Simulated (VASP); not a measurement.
Given:

```
CELL_PARAMETERS angstrom
      3.81000     0.00000     0.00000
      0.00000     3.81000     0.00000
      0.00000     0.00000     3.81000
ATOMIC_POSITIONS crystal
  La 0.00000 0.00000 0.00000
  Al 0.50000 0.50000 0.50000
  O  0.50000 0.00000 0.50000
  O  0.00000 0.50000 0.50000
  O  0.50000 0.50000 0.00000
```

Calculation: PBE GGA, VASP's PBE PAW potentials (set 64) (plane waves; VASP). Numerical set-up: 520 eV cut-off, 5×5×5 Γ-centred mesh, Gaussian smearing of 0.050 eV, potentials La Al O.

Estimate the energy per atom (σ→0).

| Property | Result |
|---|---|
| energy per atom (σ→0) | -8.001 eV/atom |

The absolute energy has meaning only against runs of the same code, potentials and settings.

The compound is LaAlO3 in the cubic perovskite structure, the ideal cubic form; the compound distorts at low or room temperature. The cell was not relaxed at this level. The start is the result of an earlier pass.
